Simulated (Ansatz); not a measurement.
**CdGeAs2: the band gap up the ladder of functionals**

An exercise on one series of results from a longer session: the logs are not shown, and one member is left open.

Code: Ansatz 0.2.0. PAW datasets, plane waves. These are computed values for a spin-unpolarised cell that may be hypothetical; none is a measurement.

## Starting point

The cell was relaxed beforehand with r2SCAN.

The symmetry is P-4m2 (No. 115, tetragonal); a = 4.076 Å, c = 6.118 Å in the conventional setting, 25.42 Å³ an atom. Around Cd lie 4 As at 2.61 Å; around As lie 2 Ge at 2.49 Å and 2 Cd at 2.61 Å; around Ge lie 4 As at 2.49 Å.

Structure file:

```cif
data_structure
_symmetry_space_group_name_H-M 'P 1'
_symmetry_Int_Tables_number 1
_cell_length_a 4.0764
_cell_length_b 4.0764
_cell_length_c 6.1183
_cell_angle_alpha 90.000
_cell_angle_beta 90.000
_cell_angle_gamma 90.000
_cell_volume 101.67
loop_
_atom_site_label
_atom_site_type_symbol
_atom_site_fract_x
_atom_site_fract_y
_atom_site_fract_z
_atom_site_occupancy
Cd1 Cd 0.00000 0.00000 0.00000 1
As1 As 0.00000 0.50000 0.26723 1
Ge1 Ge 0.50000 0.50000 0.50000 1
As2 As 0.50000 0.00000 0.73277 1
```

The first run:

The input, input.yaml:

```yaml
crystal:
  lattice:
    - [4.0763717154, 0.0, 0.0]
    - [0.0, 4.0763717154, 0.0]
    - [0.0, 0.0, 6.1183213173]
  atoms:
    - { symbol: Cd, position: [0.0, 0.0, 0.0] }
    - { symbol: As, position: [0.0, 0.5, 0.267233442] }
    - { symbol: Ge, position: [0.5, 0.5, 0.5] }
    - { symbol: As, position: [0.5, 0.0, 0.732766558] }
kpoints:
  mp_grid: { grid: [6, 6, 4] }
  band_path:
    path:
      - [[0.0, 0.0, 0.0], [0.0, 0.5, 0.0], [0.5, 0.5, 0.0], [0.0, 0.0, 0.0], [0.0, 0.0, 0.5], [0.0, 0.5, 0.5], [0.5, 0.5, 0.5], [0.0, 0.0, 0.5]]
      - [[0.0, 0.5, 0.0], [0.0, 0.5, 0.5]]
      - [[0.5, 0.5, 0.0], [0.5, 0.5, 0.5]]
    npoints: 10
hamiltonian:
  xc: pbe
scf:
  occupations: { method: fermi_dirac, width: 0.02 }
  n_extra_bands: 5
output:
  forces: true
  stress: true
  eigenvalues: true
```

Steps of the session up to this table: PBE bands along the symmetry lines; r2SCAN at the same geometry; HSE06 at the same geometry; PBE+SOC; Single point with PBE0; LDA; HSE06+SOC.

One table of the session follows, with a row left open; its other results are not shown here.

| level | gap (eV) |
| --- | --- |
| PBE | -0.45 |
| r2SCAN | ? |
| HSE06 | -0.22 |
| PBE+SOC | -0.39 |
| PBE0 | 0.00 |
| LDA | -0.47 |
| HSE06+SOC | -0.23 |

**Question.** Estimate the row for r2SCAN.

The run gave: gap (eV): -0.31. In the column «gap (eV)» it lies between PBE+SOC (-0.39) and HSE06+SOC (-0.23).

Meshes: PBE 6×6×4, r2SCAN 6×6×4, HSE06 4×4×4, PBE+SOC 6×6×4, PBE0 4×4×4, LDA 6×6×4, HSE06+SOC 4×4×2.

Limits of these values: Warnings in the runs' records: filled band counts differ across k points, stress scf threshold loose, stress exchange threshold loose.
